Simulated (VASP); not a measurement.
# HfO2 (P4_2/mnm) in VASP: notebook, part 2 of 2

VASP 6.6.1. Earlier steps stand in the parts before.

**4. Dielectric tensor, PBE**

INCAR

```
PREC     = Accurate       # precision mode
ENCUT    = 400            # plane-wave cutoff, eV
EDIFF    = 1E-7           # SCF threshold, eV
ISMEAR   = 0              # smearing method
SIGMA    = 0.01           # smearing width, eV
LREAL    = F              # projectors in reciprocal space
LASPH    = T              # aspherical terms in the spheres
NELM     = 100            # most SCF steps
ALGO     = Normal         # electronic algorithm
ISIF     = 2              # what is computed and relaxed
LWAVE    = F              # write WAVECAR
LCHARG   = F              # write CHGCAR
GGA      = PE             # functional
LEPSILON = T              # dielectric tensor by DFPT
```

KPOINTS

```
regular mesh
0
Gamma
  6 6 8
```

POSCAR

```
HfO2
1.0
    4.8135329900      0.0000000000      0.0000000000
    0.0000000000      4.8135329900      0.0000000000
    0.0000000000      0.0000000000      3.2054154100
Hf O
2 4
Direct
    0.5000000000      0.5000000000      0.5000000000
    0.0000000000      0.0000000000      0.0000000000
    0.8050448800      0.1949551200      0.5000000000
    0.6949551200      0.6949551200      0.0000000000
    0.3050448800      0.3050448800      0.0000000000
    0.1949551200      0.8050448800      0.5000000000
```

Potentials or basis: VASP PAW PBE potentials, release 64 (Hf_pv, O).

On the command line:

```bash
> cat potpaw_PBE.64/Hf_pv/POTCAR potpaw_PBE.64/O/POTCAR > POTCAR
> mpirun -np 1 vasp_std > vasp.out
```

OUTCAR:

```text
PREC = Accurate
   ENCUT = 400
   EDIFF = 1E-7
   ISMEAR = 0
   LREAL = F
   LASPH = T
   NELM = 100
   ISIF = 2
   GGA = PE
   LEPSILON = T

 Found     50 irreducible k-points:

 Following reciprocal coordinates:
            Coordinates               Weight
  0.000000  0.000000  0.000000      1.000000
  0.166667  0.000000  0.000000      4.000000
  0.333333  0.000000  0.000000      4.000000
  0.500000  0.000000  0.000000      2.000000
  0.166667  0.166667  0.000000      4.000000
  0.333333  0.166667  0.000000      8.000000
   k-points           NKPTS =     50   k-points in BZ     NKDIM =     50   number of bands    NBANDS=     26
   number of dos      NEDOS =    301   number of ions     NIONS =      6
   total plane-waves  NPLWV =  24576
   dimension x,y,z NGX =    32 NGY =   32 NGZ =   24
   dimension x,y,z NGXF=    64 NGYF=   64 NGZF=   48
   ions per type =               2   4
   NGX,Y,Z   is equivalent  to a cutoff of  11.05, 11.05, 12.45 a.u.
   NGXF,Y,Z  is equivalent  to a cutoff of  22.10, 22.10, 24.89 a.u.
 SYSTEM =  unknown system
   PREC   = accura    normal or accurate (medium, high low for compatibility)
   ISTART =      0    job   : 0-new  1-cont  2-samecut
   ICHARG =      2    charge: 1-file 2-atom 10-const
   ISPIN  =      1    spin polarized calculation?
   LNONCOLLINEAR =      F non collinear calculations
   LSORBIT =      F    spin-orbit coupling
   LASPH  =      T    aspherical Exc in radial PAW
   ENCUT  =  400.0 eV  29.40 Ry    5.42 a.u.   7.85  7.85  5.23*2*pi/ulx,y,z
   NELM   =    100;   NELMIN=  2; NELMDL= -5     # of ELM steps
   EDIFF  = 0.1E-06   stopping-criterion for ELM
   LREAL  =      F    real-space projection
   EDIFFG = 0.1E-05   stopping-criterion for IOM
   NSW    =      0    number of steps for IOM
   IBRION =     -1    ionic relax: 0-MD 1-quasi-New 2-CG
   NFREE  =      0    steps in history (QN), initial steepest desc. (CG)
   ISIF   =      2    stress and relaxation
   ISYM   =      2    0-nonsym 1-usesym 2-fastsym
   POTIM  = 0.5000    time-step for ionic-motion
   TEBEG  =    0.0;   TEEND  =   0.0 temperature during run
   PSTRESS=    0.0 pullay stress
   NELECT =      44.0000    total number of electrons
   NUPDOWN=      -1.0000    fix difference up-down
   EMIN   =  10.00;   EMAX   =-10.00  energy-range for DOS
[... 262 lines left out ...]

--------------------------------------- Ionic step        2  -------------------------------------------

------------------------ aborting loop because EDIFF is reached ----------------------------------------

--------------------------------------- Ionic step        3  -------------------------------------------

 Free energy of the ion-electron system (eV)
  ---------------------------------------------------
  ---------------------------------------------------
  free energy    TOTEN  =        -0.88109135 eV

  energy without entropy =       -0.88109135

------------------------ aborting loop because EDIFF is reached ----------------------------------------

 PIEZOELECTRIC TENSOR FIELD DIRECTION 3  (e Angst)
 -----------------------------------------------------------------------------
     0.00078 -0.00000  0.00000           ( -0.00001 -0.00000  0.00000)
    -0.00000  0.00078  0.00000           ( -0.00000 -0.00001  0.00000)
     0.00000  0.00000 -0.00190           (  0.00000  0.00000 -0.00007)

 PIEZOELECTRIC TENSOR FIELD DIRECTION 3  (C/m^2)
 -----------------------------------------------------------------------------
     0.00017 -0.00000  0.00000
    -0.00000  0.00017  0.00000
     0.00000  0.00000 -0.00041

 MACROSCOPIC STATIC DIELECTRIC TENSOR (including local field effects in DFT)
 ------------------------------------------------------
           4.439192    -0.000000     0.000000
          -0.000000     4.439192     0.000000
           0.000000     0.000000     5.012991
 ------------------------------------------------------

 PIEZOELECTRIC TENSOR (including local field effects)  for field in x, y, z        (e  Angst)
          XX          YY          ZZ          XY          YZ          ZX
  --------------------------------------------------------------------------------
  x     0.00000     0.00000     0.00000     0.00000     0.00000     0.00000
  y     0.00000     0.00000     0.00000     0.00000     0.00000     0.00000
  z     0.00000     0.00000     0.00000     0.00000     0.00000     0.00000

 PIEZOELECTRIC TENSOR (including local field effects)  for field in x, y, z        (C/m^2)
          XX          YY          ZZ          XY          YZ          ZX
  --------------------------------------------------------------------------------
  x     0.00000     0.00000     0.00000     0.00000     0.00000     0.00000
  y     0.00000     0.00000     0.00000     0.00000     0.00000     0.00000
  z     0.00000     0.00000     0.00000     0.00000     0.00000     0.00000

 BORN EFFECTIVE CHARGES (including local field effects) (in |e|, cummulative output)
 ---------------------------------------------------------------------------------
 ion    1
    1     5.30099    -0.62368     0.00000
    2    -0.62368     5.30099     0.00000
    3     0.00000     0.00000     6.19701
 ion    2
    1     5.30099     0.62368     0.00000
    2     0.62368     5.30099     0.00000
    3     0.00000     0.00000     6.19701
 ion    3
    1    -2.65049     1.32065     0.00000
    2     1.32065    -2.65049     0.00000
    3     0.00000     0.00000    -3.09850
 ion    4
    1    -2.65049    -1.32065     0.00000
    2    -1.32065    -2.65049     0.00000
    3     0.00000     0.00000    -3.09850
 ion    5
    1    -2.65049    -1.32065     0.00000
    2    -1.32065    -2.65049     0.00000
    3     0.00000     0.00000    -3.09850
 ion    6
    1    -2.65049     1.32065     0.00000
    2     1.32065    -2.65049     0.00000
    3     0.00000     0.00000    -3.09850
```

Run time: 6.1 min. Hardware: 1 thread of Intel Xeon 6975P-C (Granite Rapids), shared host; peak memory 0.39 GiB.

The run converged, but some of its settings lie outside the range that counts as converged, so its numbers aren't taken as properties of the crystal.

What came out:

- Band gap on the k mesh: 3.99 eV, direct
- Electronic dielectric tensor (diagonal): 4.44, 4.44, 5.01
- Born charges (mean of the diagonal): Hf +5.60; O -2.80 e

Caveat: spin-orbit coupling is left out, which moves the levels of the heavy elements.
